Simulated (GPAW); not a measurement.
The system is Zn.

```xyz
2
Lattice="2.6700 0.0000 0.0000 -1.3350 2.3123 0.0000 0.0000 0.0000 4.9660" Properties=species:S:1:pos:R:3 pbc="T T T"
Zn    1.3350    0.7708    3.7245
Zn    0.0000    1.5415    1.2415
```

```yaml
Program: GPAW 26.7.0
Task: relaxation of cell and atoms
Functional: PBEsol
Dispersion: D3(BJ)+ATM
Potentials_or_basis: PAW data sets generated in the run's folder for this functional
Cutoff: 600 eV
Basis: pw
k_mesh: 10 × 10 × 5
Occupations: fermi-dirac, width 0.05 eV
Spin: no spin polarisation
```

At the start: pressure -9.0 GPa; volume 15.33 Å³/atom.

Q: How do energy, volume and symmetry change on relaxing?

A: Over 7 steps the energy falls by 51.6 meV/atom and the volume is 13.64 Å³/atom (-11.0 %); space group P6_3/mmc (No. 194, to 0.05 Å).

The path:
```tsv
step	energy change (eV)	largest force (eV/Å)	pressure (GPa)	volume (Å³)
1	0.0000	0.0000	-8.99	30.66
2	-0.0297	0.0000	-7.86	30.10
3	-0.0974	0.0000	1.99	26.94
4	-0.1014	0.0000	-0.40	27.51
5	-0.1019	0.0000	-0.22	27.46
6	-0.1032	0.0000	0.25	27.25
7	-0.1033	0.0000	0.10	27.27
```

Final structure:
```cif
data_structure
_symmetry_space_group_name_H-M 'P 1'
_symmetry_Int_Tables_number 1
_cell_length_a 2.5767
_cell_length_b 2.5767
_cell_length_c 4.7432
_cell_angle_alpha 90.000
_cell_angle_beta 90.000
_cell_angle_gamma 120.000
_cell_volume 27.27
loop_
_atom_site_label
_atom_site_type_symbol
_atom_site_fract_x
_atom_site_fract_y
_atom_site_fract_z
_atom_site_occupancy
Zn1 Zn 0.66667 0.33333 0.75000 1
Zn2 Zn 0.33333 0.66667 0.25000 1
```

Caveat: later steps reuse the first step's grids; pairwise dispersion overbinds metals, which lowers pressure and volume.
